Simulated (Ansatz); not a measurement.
Runs of Ansatz 0.2.0 on I. It takes space group Cmce (No. 64, orthorhombic). The conventional cell has a = 7.270 Å, b = 4.790 Å, c = 9.793 Å, α = 90.00°, β = 90.00°, γ = 90.00°. I (site symmetry m) has 1 I at 2.68 Å as nearest neighbours. 

| task | level | k mesh | smearing | points for each segment of the path | atoms under strain | gap on the mesh (eV) | pressure (GPa) | largest force (eV/Å) |
| --- | --- | --- | --- | --- | --- | --- | --- | --- |
| band structure | PBE0 | 4 × 4 × 2 | fermi-dirac 0.05 eV | 4 | - | 2.84 | (a) | 0.25 |
| band structure | HSE06 | 4 × 4 × 2 | fermi-dirac 0.05 eV | 4 | - | 2.14 | 1.0 | (b) |
| band structure | B3LYP | 4 × 4 × 2 | fermi-dirac 0.05 eV | 4 | - | 2.50 | 2.9 | 0.56 |
| elastic constants | PBEsol | 5 × 5 × 3 | fixed | - | clamped | 1.29 | 0.1 | 0.76 |
| band structure | PBEsol0 | 4 × 4 × 2 | fermi-dirac 0.05 eV | 4 | - | 2.79 | -0.3 | 0.20 |
| elastic constants | PBE | 5 × 5 × 3 | fixed | - | relaxed | 1.07 | 0.3 | - |

Alike in all rows: potentials or basis Ansatz PAW; no spin polarisation; cell as given; cutoff (eV) 420.

Q: Fill in the values left out.

A: (a) 0.9; (b) 0.30.

Caveats: spin-orbit coupling is left out, which moves the levels of the heavy elements; the PAW data sets come from PBE, with cores solved anew for the run's functional, which leaves a small shift of forces and pressure (some runs); the thresholds are loose for stress (some runs); odd divisions of the mesh miss points on the zone boundary, where band edges often lie, so the gap on the mesh can be too wide (some runs).

A k mesh can miss the band edges, and the runs leave out spin-orbit coupling on I.
